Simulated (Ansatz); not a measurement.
# WS2: from supercell energies to defect levels (H interstitial)

These are results of DFT PBE, scalar-relativistic, plane waves, PAW (Ansatz), not measurements. (420 eV cutoff, 2×2×2 k-mesh, shifted by half a step, Gaussian smearing of 0.01 eV, collinear spin in charge 0 alone)

Host crystal, relaxed:

```
W S
1.0
     1.59387    0.92022    7.47445
    -1.59387    0.92022    7.47445
     0.00000   -1.84045    7.47445
W S
1 2
Direct
  0.00068 0.00068 0.00068
  0.40407 0.40407 0.40407
  0.26395 0.26395 0.26395
```

The H interstitial was set at (0.812, 0.844, 0.844) of the host cell, in a supercell of 48 sites (1052 Å³), relaxed at fixed cell in each charge q. In charges +1, 0, -1 some atom moved by up to 2.3 Å, so the relaxed defect can differ in kind from the start: near the site, 2 S at 2.81 Å, 1 S at 2.82 Å, 3 S at 2.87 Å became 2 S at 1.76 Å, 1 W at 1.83 Å, 1 S at 2.33 Å, 1 S at 3.29 Å, 2 W at 3.36 Å (charge +1); 2 S at 1.79 Å, 1 S at 2.54 Å, 1 W at 2.86 Å, 2 W at 3.29 Å, 1 S at 3.31 Å (charge 0); 2 S at 1.85 Å, 1 S at 2.40 Å, 1 W at 3.00 Å, 2 W at 3.28 Å, 1 S at 3.51 Å (charge -1). The host's Kohn–Sham gap is 1.64 eV and its static dielectric constant 8.8 (mean). For each charge: the supercell's free energy over the neutral one with q electrons exchanged at the valence band top, F(q) − F(0) + qE_v; the image-charge term; and the term that aligns the potential far from the defect with the host's.

Spin-orbit coupling is left out, which matters for the bands and energies of heavy elements.

```json
{"q": "+1", "F(q) − F(0) + qE_v (eV)": "-1.159", "image charge (eV)": "0.266", "alignment (eV)": "-0.022"}
{"q": "0", "F(q) − F(0) + qE_v (eV)": "0.000", "image charge (eV)": "0.000", "alignment (eV)": "0.000"}
{"q": "-1", "F(q) − F(0) + qE_v (eV)": "1.029", "image charge (eV)": "0.266", "alignment (eV)": "-0.130"}
```

**Question.** Add the terms and find the levels between neighbouring charges, ε(q/q′) = [A(q′) − A(q)]/(q − q′), with and without the two corrections.

**Answer.** A(q): -0.915 eV for +1, 0.000 eV for 0, 1.165 eV for -1.
| level | corrected (eV over E_v) | uncorrected (eV) |
| --- | --- | --- |
| (+1/0) | 0.92 | 1.16 |
| (0/-1) | 1.16 | 1.03 |

As a check, a point charge in a simple cubic cell of this volume has q²αe²/(2εL) = 0.228 q² eV (e² = 14.40 eV Å, α = 2.837, L = 10.17 Å); the shape of the real cell and the anisotropy of ε can change it somewhat. The term grows as q², so it pushes donor levels down and acceptor levels up.

**Question.** Which of these charges is lowest with the Fermi level at the valence band top, at mid-gap and at the conduction band bottom?

**Answer.** The line A(q) + qE_F that lies lowest gives the charge: +1 at E_F = 0.00 eV, +1 at E_F = 0.82 eV, -1 at E_F = 1.64 eV. Charges beyond those computed could lie lower near the band edges.

**Question.** The neutral defect forms at 2.13 eV with atoms taken from and returned to the elements. What are the formation energies at those three Fermi levels, and what share of sites would hold the defect at 1200 K with E_F at mid-gap, if the host still stood at that temperature?

**Answer.** E_f = E_f(0) + A(q) + qE_F = 1.21, 2.03, 1.66 eV. In the dilute limit the share is exp(−E_f/k_BT) = exp(−2.031/0.1034) = 2.9×10⁻⁹, leaving out degeneracy and vibrational entropy. This is the H-rich limit; a poorer supply of H, or a competing compound of it, raises E_f. The small cell and the narrow Kohn–Sham gap leave errors of tenths of an eV or more, which change the share by orders of magnitude.

With the corrections, hydrogen is amphoteric: a donor level at 0.92 eV and an acceptor level at 1.16 eV leave the neutral charge a narrow window above mid-gap. Without them the order is reversed, as in the negative-U behaviour common for interstitial hydrogen, so the sign of U rests on the electrostatic terms. Removing an electron brings H to 1.83 Å from W, against 2.86 Å in the neutral cell, which suggests that the electron leaves an orbital antibonding between H and its neighbours.

In all three charges the nearest S atoms lie well beyond a normal S–H bond, whereas a proton in a sulfide usually binds tightly to one S lone pair. The relaxations may therefore have stopped at bridging, metastable sites, and a lower structure in any charge would shift the levels. The host's layer spacing, 7.47445 Å, is also far too large for WS2, probably because PBE lacks dispersion; the energy cost of placing H between the layers is thus not that of the real crystal.
